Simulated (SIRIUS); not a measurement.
Runs of SIRIUS 7.10.0 on Rh. Symmetry: Fm-3m, No. 225, cubic system. Conventional cell: a = 3.796 Å, b = 3.796 Å, c = 3.796 Å, α = 90.00°, β = 90.00°, γ = 90.00°. Rh (site symmetry m-3m) has 12 Rh at 2.68 Å as nearest neighbours. 

| task | level | potentials or basis | cell | k mesh | energy tol | density tol | mixer | mixing beta | max scf | gap on the mesh (eV) | pressure (GPa) | relaxed volume (Å³/atom) |
| --- | --- | --- | --- | --- | --- | --- | --- | --- | --- | --- | --- | --- |
| single point | LDA | PseudoDojo 0.4.1 PBE standard (scalar relativistic) | as given | 12 × 12 × 12 | 1e-08 Ha | 1e-06 | anderson | 0.7 | 100 | none | -9.2 | - |
| single point | N12 | PseudoDojo 0.4.1 PBE standard (scalar relativistic) | as given | 12 × 12 × 12 | 1e-08 Ha | 1e-06 | anderson | 0.7 | 100 | none | 2.6 | - |
| single point | RPBE | PseudoDojo 0.4.1 PBE standard (scalar relativistic) | as given | 12 × 12 × 12 | 1e-08 Ha | 1e-06 | anderson | 0.7 | 100 | none | (d) | - |
| single point | HCTH407 | PseudoDojo 0.4.1 PBE standard (scalar relativistic) | as given | 12 × 12 × 12 | 1e-08 Ha | 1e-06 | anderson | 0.7 | 100 | none | 1.3 | - |
| single point | revPBE | PseudoDojo 0.4.1 PBE standard (scalar relativistic) | as given | 12 × 12 × 12 | 1e-08 Ha | 1e-06 | anderson | 0.7 | 100 | none | 10.9 | - |
| single point | AM05 | PseudoDojo 0.4.1 PBE standard (scalar relativistic) | as given | 12 × 12 × 12 | 1e-08 Ha | 1e-06 | anderson | 0.7 | 100 | none | (b) | - |
| single point | PBE | SPMS 1.0 PBE (norm-conserving) | as given | 12 × 12 × 12 | 1e-08 Ha | 1e-06 | anderson | 0.7 | 100 | none | 7.7 | - |
| relaxation of cell and atoms | PBE+D4 | PseudoDojo 0.4.1 PBE standard (scalar relativistic) | relaxed | 8 × 8 × 8 | 1e-08 Ha | 1e-06 | anderson | 0.7 | 100 | none | 0.0 | (a) |
| relaxation of cell and atoms | PBE | PseudoDojo 0.4.1 PBE standard (scalar relativistic) | relaxed | 8 × 8 × 8 | 1e-08 Ha | 1e-06 | anderson | 0.7 | 100 | none | -0.1 | 14.11 |
| single point | PBEsol | PseudoDojo 0.4.1 PBEsol standard (scalar relativistic) | as given | 12 × 12 × 12 | 1e-08 Ha | 1e-06 | anderson | 0.7 | 100 | none | -3.4 | - |
| relaxation of cell and atoms | PBE+D3 | PseudoDojo 0.4.1 PBE standard (scalar relativistic) | relaxed | 8 × 8 × 8 | 1e-08 Ha | 1e-06 | anderson | 0.7 | 100 | none | 0.0 | (c) |

Alike in all rows: no spin polarisation; cutoff (eV) 1202; smearing fermi-dirac 0.05 eV.

Estimate the missing entries.

(a) 13.65; (b) -5.0; (c) 13.69; (d) 12.2.

Caveats: the potentials were made for another functional, which shifts forces and pressure (some runs); pairwise dispersion overbinds metals, which lowers pressure and volume (some runs).

A k mesh can miss the band edges, and the runs leave out spin-orbit coupling on Rh.

A gap of «none» marks a metal or a gap under the smearing width.

Not every run made on this cell is shown here.
